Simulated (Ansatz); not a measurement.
# SiC: energy and pressure over a range of volumes

An exercise on one series of results from a longer session: the logs are not shown, and one member is left open.

Method: DFT PBE, scalar-relativistic, in Ansatz 0.2.0.

### The starting structure

Symmetry: P6_3mc, No. 186, hexagonal system. Conventional cell: a = 3.076 Å, b = 3.076 Å, c = 5.048 Å, α = 90.00°, β = 90.00°, γ = 120.00°. Around Si (site symmetry 3m) lie 4 C at 1.87 to 1.94 Å. C (site symmetry 3m) has 4 Si at 1.87 to 1.94 Å as nearest neighbours.

Coordinates:

```
CELL_PARAMETERS angstrom
3.07600 0.00000 0.00000
-1.53800 2.66389 0.00000
0.00000 0.00000 5.04800
ATOMIC_POSITIONS crystal
Si 0.33333 0.66667 0.00000
Si 0.66667 0.33333 0.50000
C 0.33333 0.66667 0.38500
C 0.66667 0.33333 0.88500
```

Atoms are numbered in the order of the input: Si1, Si2, C3, C4.

The first run:

input.yaml

```yaml
crystal:
  lattice:
    - [3.0132051134, 0.0, 0.0]
    - [-1.5066025567, 2.6095121751, 0.0]
    - [0.0, 0.0, 4.9449506768]
  atoms:
    - { symbol: Si, position: [0.3333333333, 0.6666666667, 0.0] }
    - { symbol: Si, position: [0.6666666667, 0.3333333333, 0.5] }
    - { symbol: C, position: [0.3333333333, 0.6666666667, 0.385] }
    - { symbol: C, position: [0.6666666667, 0.3333333333, 0.885] }
kpoints:
  mp_grid: { grid: [15, 15, 8] }
  band_path:
    path:
      - [0.0, 0.0, 0.0]
      - [0.5, 0.0, 0.0]
      - [0.3333333333, 0.3333333333, 0.0]
      - [0.0, 0.0, 0.0]
      - [0.0, 0.0, 0.5]
      - [0.5, 0.0, 0.5]
      - [0.3333333333, 0.3333333333, 0.5]
      - [0.0, 0.0, 0.5]
      - [0.5, 0.0, 0.5]
    npoints: 5
scf:
  occupations: { method: fermi_dirac, width: 0.08 }
hamiltonian:
  xc: pbe
  pseudopotentials: { kind: all_electron, lapw: { basis_error: 0.001 } }
output:
  forces: true
  stress: true
  eigenvalues: true
```

Command:

```bash
$ ansatz run input.yaml --threads 1 --pin off --max-ram 4096MiB --backend cpu --events-out ev --progress --plain --runs-dir out
```

Steps of the session up to this table: Volume × 0.94, LAPW; Volume × 0.94, PAW; Volume × 0.94, crystal datasets; Volume × 0.98, LAPW; Volume × 0.98, PAW; Volume × 0.98, crystal datasets; Volume × 1.01, LAPW; Volume × 1.01, PAW; Volume × 1.01, crystal datasets; Volume × 1.04, LAPW; Volume × 1.04, PAW; Volume × 1.04, crystal datasets.

One table of the session follows, with a row left open; its other results are not shown here.

It belongs to the step «The equation of state». 

| method | volume (Å³/atom) | pressure (GPa) | gap on the k mesh (eV) | largest force (eV/Å) |
| --- | --- | --- | --- | --- |
| LAPW | 9.721 | 19.52 | 2.21 | 0.855 |
| LAPW | 10.134 | 8.48 | 2.29 | 0.785 |
| LAPW | 10.444 | 1.50 | 2.34 | 0.737 |
| LAPW | 10.755 | -4.54 | 2.39 | 0.693 |
| PAW | 9.721 | 19.53 | 2.21 | 0.855 |
| PAW | 10.134 | 8.47 | 2.29 | 0.785 |
| PAW | 10.444 | 1.48 | 2.34 | 0.737 |
| PAW | 10.755 | -4.57 | 2.39 | 0.693 |
| crystal datasets | 9.721 | 19.51 | 2.21 | 0.855 |
| crystal datasets | 10.134 | 8.48 | 2.29 | 0.785 |
| crystal datasets | 10.444 | ? | ? | ? |
| crystal datasets | 10.755 | -4.55 | 2.39 | 0.693 |

Estimate the missing values for crystal datasets, 10.444.

The run gave: pressure (GPa): 1.49; gap on the k mesh (eV): 2.34; largest force (eV/Å): 0.737. In the column «pressure (GPa)» it lies between PAW, 10.444 (1.48) and LAPW, 10.444 (1.50).

Limits of these values: Shape and positions are held, so a fully relaxed modulus can be lower. Warnings in the runs' records: crystal datasets made.
